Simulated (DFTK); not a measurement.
Crystal: Ge.

```
Ge
1.0
     0.00000    2.82891    2.82891
     2.82891    0.00000    2.82891
     2.82891    2.82891    0.00000
Ge
2
Direct
  0.75000 0.75000 0.75000
  0.50000 0.50000 0.50000
```

- Program: DFTK 0.8.2
- Task: relaxation of cell and atoms
- Functional: RPBE
- Potentials or basis: SG15 1.2 (PBE)
- Cutoff: 1415 eV
- k mesh: 4 × 4 × 4
- Occupations: fermi-dirac, width 0.05 eV
- Spin: no spin polarisation

At the start: pressure 7.7 GPa; volume 22.64 Å³/atom.

Task: Where does the relaxation end?

Result: Over 4 steps the energy falls by 70.3 meV/atom and the volume is 25.78 Å³/atom (+13.9 %); space group Fd-3m (No. 227, to 0.05 Å).

Step by step:
```csv
step,energy change (eV),largest force (eV/Å),pressure (GPa),volume (Å³)
1,0.0000,0.0000,7.66,45.28
2,-0.0801,0.0000,4.86,47.31
3,-0.1403,0.0000,0.27,51.30
4,-0.1406,0.0000,0.03,51.56
```

Final structure:
```
Ge
1.0
     0.00000    2.95407    2.95407
     2.95407    0.00000    2.95407
     2.95407    2.95407    0.00000
Ge
2
Direct
  0.75000 0.75000 0.75000
  0.50000 0.50000 0.50000
```

Caveat: the k mesh is coarse (spacing up to 0.48 Å⁻¹), so the values aren't converged; the potentials were made for another functional, which shifts forces and pressure.
